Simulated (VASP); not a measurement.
# MgO (Periclase) (Fm-3m) in VASP: notebook

One crystal, MgO (Periclase), is run at these levels: PBE; tasks: relaxation of the atoms.

Program: VASP 6.6.1. These are calculated values, not measurements. Logs are shortened: lines on timing, memory, paths and dates and some standing lists are left out, and cuts for length are marked.

### 1 The undisturbed crystal

Symmetry: Fm-3m, No. 225, cubic system. Conventional cell: a = 4.217 Å, b = 4.217 Å, c = 4.217 Å, α = 90.00°, β = 90.00°, γ = 90.00°. Around Mg (site symmetry m-3m) lie 6 O at 2.11 Å. O (site symmetry m-3m) has 6 Mg at 2.11 Å as nearest neighbours.

### 2 Relaxation of the atoms, PBE (a relaxed cell with its volume scaled by 1.02)

Contents of INCAR:

```
SYSTEM = MgO
  PREC = Accurate
  ENCUT = 600
  EDIFF = 1E-7
  ISMEAR = 0
  SIGMA = 0.03
  LREAL = .FALSE.
  LASPH = .TRUE.
  NELM = 80
  ALGO = Normal
  ISIF = 2
  LWAVE = .FALSE.
  LCHARG = .FALSE.
  GGA = PE
  IBRION = 2
  NSW = 40
  EDIFFG = -0.01
```

Contents of KPOINTS:

```
Automatic mesh
0
G
  12 12 12
  0 0 0
```

Contents of POSCAR:

```
MgO                                     
1.0
    0.0000000000      2.1365379054      2.1365379054
    2.1365379054      0.0000000000      2.1365379054
    2.1365379054      2.1365379054      0.0000000000
  Mg              O             
     1     1
Direct
     0.0000000000000000    0.0000000000000000    0.0000000000000000
     0.5000000000000000    0.5000000000000000    0.5000000000000000
```

Potentials or basis: VASP PAW PBE potentials, release 64 (Mg, O).

Command:

```
$ cat potpaw_PBE.64/Mg/POTCAR potpaw_PBE.64/O/POTCAR > POTCAR
$ mpirun -np 1 vasp_std > vasp.out
```

OUTCAR:

```text
SYSTEM = MgO
   PREC = Accurate
   ENCUT = 600
   EDIFF = 1E-7
   ISMEAR = 0
   LREAL = .FALSE.
   LASPH = .TRUE.
   NELM = 80
   ISIF = 2
   GGA = PE
   IBRION = 2
   NSW = 40
   EDIFFG = -0.01

 ion  position               nearest neighbor table
   1  0.000  0.000  0.000-   2 2.14   2 2.14   2 2.14   2 2.14   2 2.14   2 2.14
   2  0.500  0.500  0.500-   1 2.14   1 2.14   1 2.14   1 2.14   1 2.14   1 2.14

  LATTYP: Found a face centered cubic cell.
 ALAT       =     4.2730758108

  Lattice vectors:

 A1 = (   0.0000000000,   2.1365379054,   2.1365379054)
 A2 = (   2.1365379054,   0.0000000000,   2.1365379054)
 A3 = (   2.1365379054,   2.1365379054,   0.0000000000)

Analysis of symmetry for initial positions (statically):
=====================================================================
 Subroutine PRICEL returns:
 Original cell was already a primitive cell.

 Routine SETGRP: Setting up the symmetry group for a
 face centered cubic supercell.

 Subroutine GETGRP returns: Found 48 space group operations
 (whereof 48 operations were pure point group operations)
 out of a pool of 48 trial point group operations.

The static configuration has the point symmetry O_h .

Analysis of symmetry for dynamics (positions and initial velocities):
=====================================================================
 Subroutine PRICEL returns:
 Original cell was already a primitive cell.

 Routine SETGRP: Setting up the symmetry group for a
 face centered cubic supercell.

 Subroutine GETGRP returns: Found 48 space group operations
 (whereof 48 operations were pure point group operations)
 out of a pool of 48 trial point group operations.

The dynamic configuration has the point symmetry O_h .

 Subroutine INISYM returns: Found 48 space group operations
 (whereof 48 operations are pure point group operations),
 and found     1 'primitive' translations

----------------------------------------------------------------------------------------

                                     Primitive cell

  volume of cell :      19.5057

  direct lattice vectors                    reciprocal lattice vectors
     0.000000000  2.136537905  2.136537905    -0.234023463  0.234023463  0.234023463
     2.136537905  0.000000000  2.136537905     0.234023463 -0.234023463  0.234023463
     2.136537905  2.136537905  0.000000000     0.234023463  0.234023463 -0.234023463

  length of vectors
     3.021520882  3.021520882  3.021520882     0.405340529  0.405340529  0.405340529

  position of ions in fractional coordinates (direct lattice)
     0.000000000  0.000000000  0.000000000
     0.500000000  0.500000000  0.500000000

  ion indices of the primitive-cell ions
   primitive index   ion index
                 1           1
                 2           2

----------------------------------------------------------------------------------------

 KPOINTS: Automatic mesh

Automatic generation of k-mesh.
 Grid dimensions read from file:
 generate k-points for:   12   12   12

 Generating k-lattice:

  Cartesian coordinates                     Fractional coordinates (reciprocal lattice)
    -0.019501955  0.019501955  0.019501955     0.083333333  0.000000000  0.000000000
     0.019501955 -0.019501955  0.019501955     0.000000000  0.083333333  0.000000000
     0.019501955  0.019501955 -0.019501955     0.000000000  0.000000000  0.083333333

  Length of vectors
     0.033778377  0.033778377  0.033778377

  Shift w.r.t. Gamma in fractional coordinates (k-lattice)
     0.000000000  0.000000000  0.000000000

 Subroutine IBZKPT returns following result:
 ===========================================

 Found     72 irreducible k-points:

 Following reciprocal coordinates:
            Coordinates               Weight
  0.000000  0.000000  0.000000      1.000000
  0.083333  0.000000  0.000000      8.000000
  0.166667  0.000000  0.000000      8.000000
  0.250000  0.000000  0.000000      8.000000
  0.333333  0.000000  0.000000      8.000000
  0.416667  0.000000  0.000000      8.000000
[... 16 lines left out ...]
  0.500000  0.166667  0.000000     24.000000
 -0.416667  0.166667  0.000000     24.000000
 [... further k-points ...]
   k-points           NKPTS =     72   k-points in BZ     NKDIM =     72   number of bands    NBANDS=      8
   number of dos      NEDOS =    301   number of ions     NIONS =      2
   total plane-waves  NPLWV =  13824
   dimension x,y,z NGX =    24 NGY =   24 NGZ =   24
   dimension x,y,z NGXF=    48 NGYF=   48 NGZF=   48
   ions per type =               1   1
   NGX,Y,Z   is equivalent  to a cutoff of  13.20, 13.20, 13.20 a.u.
   NGXF,Y,Z  is equivalent  to a cutoff of  26.41, 26.41, 26.41 a.u.
 SYSTEM =  MgO
   PREC   = accura    normal or accurate (medium, high low for compatibility)
   ISTART =      0    job   : 0-new  1-cont  2-samecut
   ICHARG =      2    charge: 1-file 2-atom 10-const
   ISPIN  =      1    spin polarized calculation?
   LNONCOLLINEAR =      F non collinear calculations
   LSORBIT =      F    spin-orbit coupling
   LASPH  =      T    aspherical Exc in radial PAW
   ENCUT  =  600.0 eV  44.10 Ry    6.64 a.u.   6.03  6.03  6.03*2*pi/ulx,y,z
   NELM   =     80;   NELMIN=  2; NELMDL= -5     # of ELM steps
   EDIFF  = 0.1E-06   stopping-criterion for ELM
   LREAL  =      F    real-space projection
   EDIFFG = -.1E-01   stopping-criterion for IOM
   NSW    =     40    number of steps for IOM
   IBRION =      2    ionic relax: 0-MD 1-quasi-New 2-CG
   NFREE  =      1    steps in history (QN), initial steepest desc. (CG)
   ISIF   =      2    stress and relaxation
   ISYM   =      2    0-nonsym 1-usesym 2-fastsym
   POTIM  = 0.5000    time-step for ionic-motion
   TEBEG  =    0.0;   TEEND  =   0.0 temperature during run
   PSTRESS=    0.0 pullay stress
   NELECT =       8.0000    total number of electrons
   NUPDOWN=      -1.0000    fix difference up-down
   EMIN   =  10.00;   EMAX   =-10.00  energy-range for DOS
   EFERMI =   0.00;   METHOD = LEGACY
   ISMEAR =     0;   SIGMA  =   0.03  broadening in eV -4-tet -1-fermi 0-gaus
   EFERMI_NEDOS =   21; number of points for ismear=-14 and -15
   IALGO  =     38    algorithm
   IMIX   =      4    mixing-type and parameters
     AMIX     =   0.40;   BMIX     =  1.00
     AMIX_MAG =   1.60;   BMIX_MAG =  1.00
  volume/ion in A,a.u.               =       9.75        65.82
  Fermi-wavevector in a.u.,A,eV,Ry     =   1.216329  2.298528 20.129208  1.479455
  Thomas-Fermi vector in A             =   2.351686
   LORBIT       =      0    0 simple, 1 ext, 2 COOP (PROOUT), +10 PAW based schemes
   GGA     = PE    functional components
   LHFCALC =     F    Hartree Fock is set to
   AEXX    =    0.0000 exact exchange contribution
   IVDW    =     0    specifies the selected vdW correction
   LEPSILON=     F    determine dielectric tensor
   LRPA    =     F    only Hartree local field effects (RPA)
 conjugate gradient relaxation of ions
 non-spin polarized calculation
 Gauss-broadening in eV      SIGMA  =   0.03
  energy-cutoff  :      600.00
  volume of cell :       19.51
 maximum number of plane-waves:       661
   NGX = 13   NGY = 13   NGZ = 13

 number of electron       8.0000002 magnetization

 Free energy of the ion-electron system (eV)
  ---------------------------------------------------
  ext. energy  EPLUGINS =         0.00000000
  ---------------------------------------------------
  free energy    TOTEN  =       -11.91226706 eV

  energy without entropy =      -11.91226706  energy(sigma->0) =      -11.91226706

 E-fermi :   3.0039     XC(G=0): -10.8757

 val. band max:        2.8685145269   @ k =   0.0000   0.0000   0.0000
 cond. band min:       7.1876968529   @ k =   0.0000   0.0000   0.0000
 fundamental gap:      4.3191823260
 Fermi energy:         3.0039295232

 k-point     1 :       0.0000    0.0000    0.0000
  band No.  band energies     occupation
      1     -14.1787      2.00000
      2       2.8685      2.00000
      3       2.8685      2.00000
      4       2.8685      2.00000
      5       7.1877      0.00000
      6      18.4256      0.00000
      7      18.4256      0.00000
      8      18.4256      0.00000

 k-point     2 :       0.0833    0.0000    0.0000
  band No.  band energies     occupation
      1     -14.1103      2.00000
      2       2.4021      2.00000
      3       2.8246      2.00000
      4       2.8246      2.00000
      5       7.6479      0.00000
      6      17.4761      0.00000
      7      18.5847      0.00000
      8      18.5847      0.00000

 k-point     3 :       0.1667    0.0000    0.0000
  band No.  band energies     occupation
      1     -13.9173      2.00000
      2       1.3919      2.00000
      3       2.7071      2.00000
      4       2.7071      2.00000
      5       8.6162      0.00000
      6      16.1046      0.00000
      7      18.9491      0.00000
      8      18.9491      0.00000

 k-point     4 :       0.2500    0.0000    0.0000
  band No.  band energies     occupation
      1     -13.6367      2.00000
      2       0.2903      2.00000
      3       2.5527      2.00000
      4       2.5527      2.00000
      5       9.5696      0.00000
      6      15.1692      0.00000
      7      19.1649      0.00000
      8      19.1649      0.00000

 k-point     5 :       0.3333    0.0000    0.0000
  band No.  band energies     occupation
      1     -13.3332      2.00000
      2      -0.6696      2.00000
      3       2.4045      2.00000
      4       2.4045      2.00000
      5      10.1970      0.00000
      6      14.8259      0.00000
      7      19.0352      0.00000
      8      19.0352      0.00000

 k-point     6 :       0.4167    0.0000    0.0000
  band No.  band energies     occupation
      1     -13.0931      2.00000
      2      -1.3268      2.00000
      3       2.2999      2.00000
      4       2.2999      2.00000
      5      10.4468      0.00000
      6      14.8975      0.00000
      7      18.8263      0.00000
      8      18.8263      0.00000

 k-point     7 :       0.5000    0.0000    0.0000
  band No.  band energies     occupation
      1     -13.0010      2.00000
      2      -1.5620      2.00000
      3       2.2621      2.00000
      4       2.2621      2.00000
      5      10.4963      0.00000
      6      14.9869      0.00000
      7      18.7400      0.00000
      8      18.7400      0.00000
[... 133 lines left out ...]
 k-point    20 :       0.2500    0.1667    0.0000
  band No.  band energies     occupation
      1     -13.6338      2.00000
      2       0.6439      2.00000
      3       2.3168      2.00000
      4       2.3364      2.00000
      5       9.9101      0.00000
      6      14.6404      0.00000
      7      18.6507      0.00000
      8      19.4882      0.00000

 k-point    21 :       0.3333    0.1667    0.0000
  band No.  band energies     occupation
      1     -13.3720      2.00000
      2      -0.1116      2.00000
      3       2.0518      2.00000
      4       2.1904      2.00000
      5      10.7595      0.00000
      6      14.2057      0.00000
      7      17.7012      0.00000
      8      19.6082      0.00000

 k-point    22 :       0.4167    0.1667    0.0000
  band No.  band energies     occupation
      1     -13.1172      2.00000
      2      -0.7489      2.00000
      3       1.7536      2.00000
      4       2.0976      2.00000
      5      11.3280      0.00000
      6      14.2914      0.00000
      7      17.0313      0.00000
      8      19.5125      0.00000

 k-point    23 :       0.5000    0.1667    0.0000
  band No.  band energies     occupation
      1     -12.9467      2.00000
      2      -1.1310      2.00000
      3       1.5048      2.00000
      4       2.0784      2.00000
      5      11.5614      0.00000
      6      14.6420      0.00000
      7      16.6753      0.00000
      8      19.3670      0.00000

 k-point    24 :      -0.4167    0.1667    0.0000
  band No.  band energies     occupation
      1     -12.9205      2.00000
      2      -1.1730      2.00000
      3       1.3711      2.00000
      4       2.1372      2.00000
      5      11.6235      0.00000
      6      14.7813      0.00000
      7      16.6140      0.00000
      8      19.3239      0.00000

 [... further k-points ...]

------------------------ aborting loop because EDIFF is reached ----------------------------------------

  FORCE on cell =-STRESS in cart. coord.  units (eV):
  Direction    XX          YY          ZZ          XY          YZ          ZX
  --------------------------------------------------------------------------------------
  -------------------------------------------------------------------------------------
  Total       -0.3570046     -0.3570046     -0.3570046     -0.0000000      0.0000000     -0.0000000
  in kB      -29.3239565    -29.3239565    -29.3239565     -0.0000000      0.0000000     -0.0000000
  external PRESSURE =     -29.3239565 kB  Pullay stress =       0.0000000 kB

 VOLUME and BASIS-vectors are now :
 -----------------------------------------------------------------------------
  energy-cutoff  :      600.00
  volume of cell :       19.51
      direct lattice vectors                 reciprocal lattice vectors
     0.000000000  2.136537905  2.136537905    -0.234023463  0.234023463  0.234023463
     2.136537905  0.000000000  2.136537905     0.234023463 -0.234023463  0.234023463
     2.136537905  2.136537905  0.000000000     0.234023463  0.234023463 -0.234023463

 POSITION                                       TOTAL-FORCE (eV/Angst)
 -----------------------------------------------------------------------------------
      0.00000      0.00000      0.00000        -0.000000     -0.000000      0.000000
      2.13654      2.13654      2.13654         0.000000      0.000000     -0.000000
 -----------------------------------------------------------------------------------
    total drift:                               -0.000000     -0.000000      0.000000

  FREE ENERGIE OF THE ION-ELECTRON SYSTEM (eV)
  ---------------------------------------------------
  free  energy   TOTEN  =       -11.9122670555 eV

  energy  without entropy=      -11.9122670555  energy(sigma->0) =      -11.91226706

 reached required accuracy - stopping structural energy minimisation
```

It took 4.5 s on 1 thread of Intel Xeon 6975P-C (Granite Rapids), shared host; peak memory 0.14 GiB.

What came out:

```yaml
Free_energy: -11.9123 eV
Pressure_after_relaxing: -2.9 GPa
Band_gap_on_the_k_mesh: 4.32 eV, direct
```

Final structure:
```
Mg O
1.0
     0.00000    2.13654    2.13654
     2.13654    0.00000    2.13654
     2.13654    2.13654    0.00000
Mg O
1 1
Direct
  0.00000 0.00000 0.00000
  0.50000 0.50000 0.50000
```

Caveat: the relaxation stopped at its first step, so nothing moved. A k mesh can miss the band edges.

### 3 Relaxation of the atoms, PBE (a relaxed cell with its volume scaled by 1.04)

INCAR is that of step 2.

KPOINTS is that of step 2.

Contents of POSCAR:

```
MgO                                     
1.0
    0.0000000000      2.1504119169      2.1504119169
    2.1504119169      0.0000000000      2.1504119169
    2.1504119169      2.1504119169      0.0000000000
  Mg              O             
     1     1
Direct
     0.0000000000000000    0.0000000000000000    0.0000000000000000
     0.5000000000000000    0.5000000000000000    0.5000000000000000
```

Potentials or basis: VASP PAW PBE potentials, release 64 (Mg, O).

Command:

```
$ cat potpaw_PBE.64/Mg/POTCAR potpaw_PBE.64/O/POTCAR > POTCAR
$ mpirun -np 1 vasp_std > vasp.out
```

Wall time 4.3 s (1 thread of Intel Xeon 6975P-C (Granite Rapids), shared host); peak memory 0.14 GiB.

Results (log left out):

- Free energy: -11.9029 eV
- Pressure after relaxing: -5.5 GPa
- Band gap on the k mesh: 4.14 eV, direct

Final structure:
```
Mg O
1.0
     0.00000    2.15041    2.15041
     2.15041    0.00000    2.15041
     2.15041    2.15041    0.00000
Mg O
1 1
Direct
  0.00000 0.00000 0.00000
  0.50000 0.50000 0.50000
```

Levels at points of the mesh, in eV from the valence-band top:
```tsv
k point	band 1	band 2	band 3	band 4	band 5	band 6	band 7	band 8
(0.00, 0.00, 0.00)	-16.95	0.00	0.00	0.00	4.14	15.45	15.45	15.45
(0.50, 0.00, 0.00)	-15.82	-4.35	-0.59	-0.59	7.51	11.90	15.68	15.68
(0.50, 0.50, 0.00)	-15.59	-3.83	-1.26	-1.26	9.04	9.31	12.45	18.04
```

Caveat: the relaxation stopped at its first step, so nothing moved. A k mesh can miss the band edges.

### 4 Relaxation of the atoms, PBE (a relaxed cell with its volume scaled by 1.06)

INCAR is that of step 3.

KPOINTS is that of step 3.

Contents of POSCAR:

```
MgO                                     
1.0
    0.0000000000      2.1641091774      2.1641091774
    2.1641091774      0.0000000000      2.1641091774
    2.1641091774      2.1641091774      0.0000000000
  Mg              O             
     1     1
Direct
     0.0000000000000000    0.0000000000000000    0.0000000000000000
     0.5000000000000000    0.5000000000000000    0.5000000000000000
```

Command:

```
$ cat potpaw_PBE.64/Mg/POTCAR potpaw_PBE.64/O/POTCAR > POTCAR
$ mpirun -np 1 vasp_std > vasp.out
```

It took 4.3 s on 1 thread of Intel Xeon 6975P-C (Granite Rapids), shared host; peak memory 0.15 GiB.

The run converged. Its results:

| Quantity | Value |
| --- | --- |
| Free energy | -11.8876 eV |
| Pressure after relaxing | -7.9 GPa |
| Band gap on the k mesh | 3.97 eV, direct |

Final structure:
```
CELL_PARAMETERS angstrom
0.00000 2.16411 2.16411
2.16411 0.00000 2.16411
2.16411 2.16411 0.00000
ATOMIC_POSITIONS crystal
Mg 0.00000 0.00000 0.00000
O 0.50000 0.50000 0.50000
```

Levels at points of the mesh, in eV from the valence-band top:
| k point | band 2 | band 3 | band 4 | band 5 | band 6 | band 7 |
| --- | --- | --- | --- | --- | --- | --- |
| (0.00, 0.00, 0.00) | 0.00 | 0.00 | 0.00 | 3.97 | 15.34 | 15.34 |
| (0.50, 0.00, 0.00) | -4.27 | -0.57 | -0.57 | 7.39 | 11.69 | 15.48 |
| (0.50, 0.50, 0.00) | -3.76 | -1.24 | -1.24 | 9.01 | 9.11 | 12.25 |

Caveat: the relaxation stopped at its first step, so nothing moved. A k mesh can miss the band edges.

### 5 The runs side by side

```tsv
cell	gap on the mesh (eV)	pressure (GPa)
atoms relaxed from: a relaxed cell with its volume scaled by 1.02	4.32	-2.9
atoms relaxed from: a relaxed cell with its volume scaled by 1.04	4.14	-5.5
atoms relaxed from: a relaxed cell with its volume scaled by 1.06	3.97	-7.9
```

Alike in all rows: task relaxation of the atoms; level PBE; potentials or basis VASP PAW PBE potentials, release 64 (Mg, O); no spin polarisation; k mesh 12 × 12 × 12; cutoff (eV) 600; smearing gaussian 0.03 eV.

Caveats: the relaxation stopped at its first step, so nothing moved.

Total energies depend on the potentials used, so only differences within one code and one set of settings carry meaning.
